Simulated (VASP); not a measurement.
Wanted: the native input for a VASP 6.6.1 run.

```yaml
Task: relaxation of cell and atoms
Functional: PBEsol
Potentials_or_basis: VASP PAW PBE potentials, release 64 (Cd, Te)
Cutoff: 600 eV
k_mesh: 10 × 10 × 10
Occupations: gaussian, width 0.03 eV
Spin: no spin polarisation
Further_INCAR_settings: ALGO = Normal; EDIFF = 1e-07; IBRION = 2; EDIFFG = -0.005; NSW = 90; ISIF = 3
```

The structure of CdTe lies in POSCAR:

```
CdTe                                    
1.0
   -0.0000000000      3.2477704860      3.2477704860
    3.2477704860     -0.0000000000      3.2477704860
    3.2477704860      3.2477704860      0.0000000000
  Cd              Te            
     1     1
Direct
     0.0000000000000000    0.0000000000000000    0.0000000000000000
     0.2500000000000000    0.2500000000000000    0.2500000000000000
```

The cell was built by a generator and needn't be a form met in nature.

One way to write it, as run:

INCAR

```
SYSTEM = CdTe
ALGO = Normal ; EDIFF = 1E-7
EDIFFG = -0.005 ; ENCUT = 600
GGA = PS ; IBRION = 2
ISIF = 3 ; ISMEAR = 0
KPAR = 2 ; LASPH = .True.
LCHARG = .False. ; LREAL = .False.
LWAVE = .False. ; NELM = 80
NSW = 90 ; PREC = Accurate
SIGMA = 0.03
```

KPOINTS

```
k-points
0
Gamma
  10 10 10
  0 0 0
```

Potentials or basis: VASP PAW PBE potentials, release 64 (Cd, Te).

Command:

```console
$ cat potpaw_PBE.64/Cd/POTCAR potpaw_PBE.64/Te/POTCAR > POTCAR
$ mpirun -np 2 vasp_std > vasp.out
```

It gave:

```yaml
Pressure_after_relaxing: 0.0 GPa
Band_gap_on_the_k_mesh: 0.64 eV, direct
```

Caveat: the relaxation stopped at its first step, so nothing moved; the PAW data sets were made with another functional, which shifts forces and pressure a little; spin-orbit coupling is left out, which moves the levels of the heavy elements.

Wall time 25 s on 2 MPI ranks on Intel(R) Xeon(R) Platinum 8259CL CPU @ 2.50GHz (Skylake/Cascade Lake), on a shared host, peak memory 0.26 GiB a rank.
